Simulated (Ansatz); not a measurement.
# WS2: axial (c/a) deformation path

All numbers below come from DFT PBEsol, scalar-relativistic, plane waves, PAW in Ansatz 0.2.0. The runs took a 650 eV cutoff, a Γ-centred 12×12×12 mesh and Gaussian smearing (0.05 eV). Spin–orbit coupling is left out, which matters for the heavy elements here. No spin polarisation. Energies are free energies at this smearing, counted from the undisturbed cell; pressure is positive in compression.

Zero of the scan (as given, not relaxed at this level; it stands at -0.6 GPa; this form isn't the usual structure):

```
CELL_PARAMETERS angstrom
1.57900 0.91164 6.16333
-1.57900 0.91164 6.16333
0.00000 -1.82327 6.16333
ATOMIC_POSITIONS crystal
W 0.00000 0.00000 0.00000
S 0.75030 0.75030 0.75030
S 0.58100 0.58100 0.58100
```

The cell holds layers and no dispersion correction was added, so their binding is poorly described.

At fixed volume and fractional coordinates, lengths along (0.000, 0.000, 1.000) are scaled against those across it; ρ is that ratio over its starting value.

| ρ | ΔE (meV/atom) | pressure (GPa) | gap on the mesh (eV) |
| --- | --- | --- | --- |
| 0.800 | 313.0 | 1.3 | 0.00 |
| 0.850 | 177.0 | 1.1 | 0.00 |
| 0.920 | 51.8 | 0.3 | 0.08 |
| 0.960 | 14.2 | -0.2 | 0.62 |
| 1.000 | 0.0 | -0.6 | 0.97 |
| 1.050 | 12.5 | -1.1 | 1.13 |
| 1.100 | 55.7 | -1.4 | 1.21 |
| 1.200 | 224.2 | -1.4 | 0.87 |
| 1.300 | 486.7 | -0.5 | 0.00 |

Where the gap reads zero the k-mesh, chosen for the insulator, is on the coarse side.

Cost: 9 runs of about 6.5 core-minutes in all, on Arm Neoverse V1 (shared hosts).